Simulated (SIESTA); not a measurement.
# SnSe under changes of volume

One of the cells (27.271 Å³/atom); the others are scaled copies at fixed shape and fractional positions:

```xyz
2
Lattice="0.0000 3.0100 3.0100 3.0100 0.0000 3.0100 3.0100 3.0100 0.0000" Properties=species:S:1:pos:R:3 pbc="T T T"
Sn    0.0000    0.0000    0.0000
Se    3.0100    3.0100    3.0100
```

Measurements of this composition are mostly on another form, of space group No. 62.

- Program: SIESTA 5.4.2
- Functional: PBEsol
- Potentials or basis: PseudoDojo 0.4 standard (PBEsol files)
- Basis: DZP (energy shift 0.003 Ry; two zetas on semicore shells)
- Grid cutoff: 500 Ry
- Energy shift: 0.003 Ry
- k mesh: 8 × 8 × 8
- Occupations: fermi-dirac, width 0.05 eV
- Spin: no spin polarisation

| volume (Å³/atom) | energy over the lowest point (meV/atom) | pressure (GPa) | gap on the mesh (eV) |
| --- | --- | --- | --- |
| 25.635 | 16.30 | 3.7 | 0.79 |
| 26.180 | 6.26 | 2.2 | 0.75 |
| 26.725 | 1.00 | 0.9 | 0.65 |
| 27.271 | 0.00 | -0.3 | 0.55 |
| 27.816 | ? | ? | ? |
| 28.362 | 9.07 | -2.3 | 0.38 |
| 28.907 | 18.49 | -3.2 | 0.31 |

Problem. What does the run at 27.816 Å³/atom give?

Solution. Energy over the lowest point 2.81 meV/atom; pressure -1.4 GPa; gap on the mesh 0.47 eV.

Worked out: A Birch-Murnaghan fit of order 3 (a polynomial in V^(-2/3)) to the other rows has its minimum at 27.13 Å³/atom with B0 = V·E''(V) = 58 GPa and B' = 4.2. It gives 2.80 meV/atom at 27.816 Å³/atom, against the run's 2.81, and -dE/dV = -1.4 GPa, against -1.4. A parabola through the other rows of the gap, of slope -4.4 eV per unit of ln V there, gives 0.48 eV, against the run's 0.47.

Energies are extrapolated to zero smearing.

Caveats: spin-orbit coupling is left out, which moves the levels of the heavy elements; the basis of atomic orbitals isn't converged, which shifts pressures, moduli and gaps.

A mesh can miss the band edges.
